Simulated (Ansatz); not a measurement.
# Bi2Se3 (Paraguanajuatite) (R-3m) in Ansatz: a series of runs, part 2 of 2

Ansatz 0.2.0. The steps go on from the part before.

## (4) Relaxation of cell and atoms, PBEsol

Input file input.yaml:

```yaml
crystal:
  lattice:
    - [2.0715, 1.1959810826, 9.5453333333]
    - [-2.0715, 1.1959810826, 9.5453333333]
    - [0.0, -2.3919621653, 9.5453333333]
  atoms:
    - { symbol: Bi, position: [0.5992, 0.5992, 0.5992] }
    - { symbol: Bi, position: [0.4008, 0.4008, 0.4008] }
    - { symbol: Se, position: [0.7883, 0.7883, 0.7883] }
    - { symbol: Se, position: [0.2117, 0.2117, 0.2117] }
    - { symbol: Se, position: [0.0, 0.0, 0.0] }
hamiltonian:
  xc: pbesol
  pseudopotentials: { kind: paw }
kpoints:
  mp_grid: { grid: [8, 8, 8] }
scf:
  occupations: { method: fermi_dirac, width: 0.05 }
output:
  forces: true
  stress: true
  eigenvalues: true
relax:
  f_tol: 0.01
  max_steps: 40
  cell: { stress_tol: 0.05 }
```

Potentials or basis: Ansatz PAW.

The run is started by

```sh
$ ansatz run input.yaml --threads 2 --pin off --max-ram 5632MiB --backend cpu --events-out ev --progress --plain --runs-dir out
```

The log of the run:

```text
Warning: RAYON_NUM_THREADS=2 ignored (pool sized by the plan → 2); use --threads N
basis.fft_grid_basis auto: the FFT boxes are laid along the combinations [[1, 0, -1], [0, 1, -1], [0, 0, 1]] of the cell's own vectors, 4.143, 4.143 and 9.840 Å long. The dense box has 30×30×72 points. Along the cell's own vectors, as sized, it would have 72×72×72, 5.76 times as many. Of the 12 symmetry operations that the crystal satisfies within crystal.symmetry.tolerance (time reversal apart; of a slab, those that keep its plane) the dense box along the cell's own vectors carries 12, and the one as laid loses 8 of those. basis.fft_grid_basis: typed keeps the cell's own vectors: state it where this run's energies or levels are differenced outside the engine with another run's, or held beside a run that keeps those vectors.
Engine: ansatz 0.2.0, aarch64-unknown-linux-gnu
Pseudopotentials: kind: paw
Pseudopotential: Bi, paw, valence charge 15, recommended cutoff 420 eV (normal), Bi.paw.azcp
Pseudopotential: Se, paw, valence charge 16, recommended cutoff 420 eV (normal), Se.paw.azcp
Functional definition: PBEsol
  exchange = pbesol_x
  correlation = pbesol_c
Crystal: 5 atoms, lattice volume = 141.890 Å³
Basis set: ecut = 420 eV, 2743 PW (Γ), FFT grids on a1−a3, a2−a3, a3, exchange–correlation on 60×60×144 points (8 copies of the dense FFT grid, shifted against one another)
Bands: 47, of which v1, the nominal top of the filled ones, is band 39 counted from 1 (38 counted from 0)
Symmetry: 12 space group operations
Space group: R-3m (ITA 166), of the structure as read, at distance tolerance 5.2e-5 Å
k-points: 65 of 512
Non-local potential: Bi, projectors of the file, l = 0: 2, l = 1: 2, l = 2: 2, l = 3: 2
Non-local potential: Se, projectors of the file, l = 0: 2, l = 1: 2, l = 2: 3, l = 3: 1
PAW form: soft (Blöchl's): semilocal exchange-correlation on the pseudo side does not see the compensation charge
[... 88 lines left out ...]
  atom   2  Bi     0.00000000     0.00000000    -0.00324999
  atom   3  Se     0.00000000    -0.00000000     0.00153973
  atom   4  Se     0.00000000     0.00000000    -0.00153973
  atom   5  Se    -0.00000000     0.00000000     0.00000000
  max |Σ_I F_I| component: 9.25e-18 eV/Å
--- Stress (GPa, compression-positive) ---
       -0.005362       0.000000      -0.000000
        0.000000      -0.005362       0.000000
       -0.000000       0.000000      -0.044300
  P = ⅓ Tr σ = -0.0183 GPa (-0.183 kbar)
--- Band table (eV; the first three rows and the last of 65) ---
  k-point 0: bands = ["-38.3899", "-38.3899", "-38.3894", "-38.3894", "-38.3867", "-38.3867", "-38.3864", "-38.3864", "-38.3851", "-38.3850", "-38.3107", "-38.3032", "-38.3032", "-38.2744", "-38.2744", "-13.9913", "-13.9913", "-13.9891", "-13.9891", "-13.9775", "-13.9748", "-13.9676", "-13.9676", "-13.9644", "-13.9644", "-5.4577", "-4.6701", "-3.8652", "-0.5236", "0.2743", "6.8201", "6.9035", "7.1544", "7.1544", "7.2172", "7.2172", "7.8414", "7.8414", "9.0770", "9.1948", "10.4022", "10.4022", "11.1575", "11.7739", "11.7739", "14.7987", "15.9469"]
  k-point 1: bands = ["-38.3899", "-38.3899", "-38.3894", "-38.3893", "-38.3867", "-38.3867", "-38.3864", "-38.3864", "-38.3851", "-38.3849", "-38.3107", "-38.3032", "-38.3032", "-38.2744", "-38.2744", "-13.9937", "-13.9910", "-13.9876", "-13.9854", "-13.9753", "-13.9727", "-13.9695", "-13.9679", "-13.9663", "-13.9642", "-5.3139", "-4.5487", "-3.7784", "-0.6107", "0.1125", "5.9817", "6.0830", "6.6660", "6.7097", "7.3158", "7.6786", "7.6874", "8.0685", "8.3099", "10.1625", "10.8232", "10.8830", "11.1588", "11.7558", "12.0100", "14.4003", "14.9928"]
  k-point 2: bands = ["-38.3898", "-38.3898", "-38.3894", "-38.3893", "-38.3868", "-38.3868", "-38.3864", "-38.3863", "-38.3851", "-38.3849", "-38.3107", "-38.3032", "-38.3032", "-38.2744", "-38.2744", "-14.0009", "-13.9970", "-13.9803", "-13.9780", "-13.9763", "-13.9718", "-13.9676", "-13.9665", "-13.9642", "-13.9629", "-4.8963", "-4.2173", "-3.5566", "-0.9440", "-0.3370", "4.8537", "5.3955", "5.8171", "6.1590", "6.6985", "7.1584", "7.7932", "7.8928", "8.5224", "10.2124", "10.9780", "11.1931", "11.8103", "12.2144", "13.1139", "13.5019", "15.2052"]
  k-point 64: bands = ["-38.3899", "-38.3899", "-38.3894", "-38.3894", "-38.3867", "-38.3867", "-38.3864", "-38.3864", "-38.3851", "-38.3850", "-38.3107", "-38.3032", "-38.3032", "-38.2744", "-38.2744", "-13.9913", "-13.9913", "-13.9891", "-13.9891", "-13.9773", "-13.9750", "-13.9676", "-13.9676", "-13.9643", "-13.9643", "-5.3063", "-5.0175", "-3.5430", "-0.9845", "0.6656", "6.2973", "7.0599", "7.0599", "7.4670", "7.4670", "7.5120", "7.6378", "7.6378", "8.5423", "9.6932", "10.7183", "10.7183", "11.0724", "11.4262", "11.4262", "14.7270", "15.6491"]
--- Relaxed structure (3 steps of the walk, 2 accepted, 1 SCFs on fresh bases) ---
  F+E_penalty+E_count = -40758.51548759 eV   max|allowed force component| = 3.250e-3 eV/Å   (the final SCF, on the basis selected at the relaxed cell)
  cell:  # Å, volume = 140.7871 Å³
    - [2.0653656953653, 1.1924394401775384, 9.527484187897022]
    - [-2.0653656953653, 1.1924394401775384, 9.527484187897022]
    - [8.260179435009567e-34, -2.3848788804049827, 9.527484187890776]
  atoms:
    - { symbol: Bi, position: [0.5996699692826638, 0.5996699692826638, 0.5996699692826638] }
    - { symbol: Bi, position: [0.400330030717336, 0.400330030717336, 0.40033003071733597] }
    - { symbol: Se, position: [0.7885162741118782, 0.7885162741118782, 0.7885162741118782] }
    - { symbol: Se, position: [0.21148372588812162, 0.21148372588812162, 0.21148372588812164] }
    - { symbol: Se, position: [-4.8925720933865124e-36, 1.3056093995142203e-36, -1.7934813468986563e-36] }
```

Run time: 47 s. Hardware: 2 threads of Arm Neoverse V2, shared host; peak memory 0.63 GiB.

What came out:

| Item | Value |
| --- | --- |
| Free energy | -40758.5155 eV |
| Relaxed volume | 28.16 Å³/atom |
| Relaxed cell | a = 9.821 Å, b = 9.821 Å, c = 9.821 Å, α = 24.28°, β = 24.28°, γ = 24.28° |
| Space group after relaxing (to 0.05 Å) | R-3m (No. 166) |
| Energy gained by relaxing | 0.7 meV/atom |
| Ionic steps | 3 |
| Pressure after relaxing | 0.0 GPa |
| Largest force after relaxing | 0.003 eV/Å |
| Band gap on the k mesh | 0.12 eV, direct |

Forces on the atoms (eV/Å):
```
Bi   0.000  0.000  0.003
Bi   0.000  0.000 -0.003
Se   0.000  0.000  0.002
Se   0.000  0.000 -0.002
Se   0.000  0.000  0.000
```

Step by step:
```csv
step,energy change (eV),largest force (eV/Å),volume (Å³)
1,0.0000,0.1543,141.89
2,-0.0039,0.0032,140.79
3,-0.0037,0.0032,140.79
```

Final structure:
```
Bi Se
1.0
     2.06537    1.19244    9.52748
    -2.06537    1.19244    9.52748
     0.00000   -2.38488    9.52748
Bi Se
2 3
Direct
  0.59967 0.59967 0.59967
  0.40033 0.40033 0.40033
  0.78852 0.78852 0.78852
  0.21148 0.21148 0.21148
  0.00000 0.00000 0.00000
```

Caveat: the plane-wave basis is chosen anew once the cell has moved, so the energies of steps on either side of that aren't comparable; spin-orbit coupling is left out, which as a rule narrows the gap of such compounds by several tenths of an eV; the PAW data sets come from PBE, with cores solved anew for the run's functional, which leaves a small shift of forces and pressure. A k mesh can miss the band edges.

## (5) Relaxation of cell and atoms, RPBE

Changes to input.yaml since step 4:

```diff
@@ -12,3 +12,3 @@
 hamiltonian:
-  xc: pbesol
+  xc: rpbe
   pseudopotentials: { kind: paw }
@@ -22,2 +22,6 @@
   eigenvalues: true
+  write_density: true
+  write_potential: true
+  elf: true
+  volumetric_format: npy
 relax:
```

The run is started by

```sh
$ ansatz run input.yaml --threads 2 --pin off --max-ram 5632MiB --backend cpu --events-out ev --progress --plain --runs-dir out
```

Wall time 3.8 min (2 threads of Arm Neoverse V2, shared host); peak memory 0.73 GiB.

The run converged. Its results:

* Free energy: -41251.6733 eV
* Relaxed volume: 37.20 Å³/atom
* Relaxed cell: a = 12.231 Å, b = 12.231 Å, c = 12.231 Å, α = 19.93°, β = 19.93°, γ = 19.93°
* Space group after relaxing (to 0.05 Å): R-3m (No. 166)
* Energy gained by relaxing: 60.9 meV/atom
* Ionic steps: 14
* Pressure after relaxing: 0.0 GPa
* Band gap on the k mesh: 0.91 eV, indirect (least direct gap 1.18 eV)

The path:
| step | energy change (eV) | largest force (eV/Å) | volume (Å³) |
| --- | --- | --- | --- |
| 1 | 0.0000 | 0.1607 | 141.89 |
| 2 | -0.1292 | 0.4895 | 162.89 |
| 3 | -0.2221 | 0.0997 | 163.16 |
| 4 | -0.2560 | 0.0929 | 164.34 |
| 5 | -0.2752 | 0.0229 | 169.15 |
| 6 | -0.2773 | 0.0422 | 171.86 |
| 7 | -0.2775 | 0.0086 | 172.08 |
| 8 | -0.2905 | 0.0098 | 172.08 |
| 9 | -0.2973 | 0.0097 | 175.45 |
| 10 | -0.3026 | 0.0132 | 181.63 |
| 11 | -0.3030 | 0.0312 | 185.00 |
| 12 | -0.3032 | 0.0021 | 185.07 |
| 13 | -0.3032 | 0.0008 | 185.99 |
| 14 | -0.3046 | 0.0006 | 185.99 |

Final structure:
```
CELL_PARAMETERS angstrom
2.11663 1.22204 11.98394
-2.11663 1.22204 11.98394
0.00000 -2.44407 11.98394
ATOMIC_POSITIONS crystal
Bi 0.61187 0.61187 0.61187
Bi 0.38813 0.38813 0.38813
Se 0.76483 0.76483 0.76483
Se 0.23517 0.23517 0.23517
Se 0.00000 0.00000 0.00000
```

Levels at points of the mesh, in eV from the valence-band top:
```tsv
k point	band 36	band 37	band 38	band 39	band 40	band 41	band 42	band 43
(0.00, 0.00, 0.00)	-0.72	-0.57	-0.57	-0.28	0.91	2.17	2.17	2.61
(0.00, 0.00, -0.50)	-1.60	-0.85	-0.67	-0.46	1.73	2.87	3.07	3.53
(0.00, -0.50, -0.50)	-1.54	-0.83	-0.68	-0.52	1.78	2.89	2.93	3.51
(-0.50, -0.50, -0.50)	-0.57	-0.57	-0.49	-0.48	0.93	2.17	2.17	2.59
```

Caveat: the volume moved by over 15 % at a fixed basis, so the end points are rough; the plane-wave basis is chosen anew once the cell has moved, so the energies of steps on either side of that aren't comparable; spin-orbit coupling is left out, which as a rule narrows the gap of such compounds by several tenths of an eV; the PAW data sets come from PBE, with cores solved anew for the run's functional, which leaves a small shift of forces and pressure.

## (6) The runs side by side

```csv
level,gap on the mesh (eV),pressure (GPa),relaxed volume (Å³/atom)
LDA,0.03,0.0,27.13
PBE,0.69,0.0,31.62
PBEsol,0.12,0.0,28.16
RPBE,0.91,0.0,37.20
```

Alike in all rows: task relaxation of cell and atoms; potentials or basis Ansatz PAW; no spin polarisation; cell relaxed; k mesh 8 × 8 × 8; cutoff (eV) 420; smearing fermi-dirac 0.05 eV.

Caveats: the plane-wave basis is chosen anew once the cell has moved, so the energies of steps on either side of that aren't comparable; spin-orbit coupling is left out, which as a rule narrows the gap of such compounds by several tenths of an eV; the PAW data sets come from PBE, with cores solved anew for the run's functional, which leaves a small shift of forces and pressure (some runs); the volume moved by over 15 % at a fixed basis, so the end points are rough (some runs).

Absolute energies hang on the potentials; compare differences alone.
